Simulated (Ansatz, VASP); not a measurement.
## BiS3: VASP beside Ansatz

```xyz
8
Lattice="5.8176 0.0000 0.0000 -2.9088 5.0382 0.0000 0.0000 0.0000 5.5738" Properties=species:S:1:pos:R:3 pbc="T T T"
Bi    0.0000    3.3588    1.3934
Bi    2.9088    1.6794    4.1803
S     2.9088    3.2693    1.3934
S    -1.3769    4.1538    4.1803
S     1.5319    0.8844    1.3934
S     0.0000    1.7689    4.1803
S     4.2857    0.8844    1.3934
S     1.3769    4.1538    4.1803
```

Alike in both runs: functional PBE; k mesh 3 × 3 × 4; occupations gaussian, width 0.1 eV; no spin polarisation.

Ansatz relaxed the structure, and its values are those at the end. VASP's run is a single point on that final structure, the one shown.

|  | VASP | Ansatz |
| --- | --- | --- |
| version | VASP 6.6.1 | Ansatz 0.2.0 |
| potentials or method | VASP PAW PBE potentials, release 64 (Bi_d, S) | scalar-relativistic, plane waves, PAW |
| plane-wave cutoff (eV) | 520 | 420 |
| valence electrons in the cell | 66 | 66 |

```tsv
	VASP	Ansatz	Ansatz less VASP
gap on the k mesh at the Fermi level (eV)	none	none	-
pressure (GPa)	0.1	0.1	+0.08
rms of the force components (eV/Å)	0.012	0.009	-0.0032
```

A gap of «none» marks a metal or a gap that the smearing closes. With one functional, cell and mesh, what is left measures potentials, basis and numerics.

Caveats: the k mesh is coarse (spacing up to 0.42 Å⁻¹), so the values aren't converged; spin-orbit coupling is left out, which moves the levels of the heavy elements.
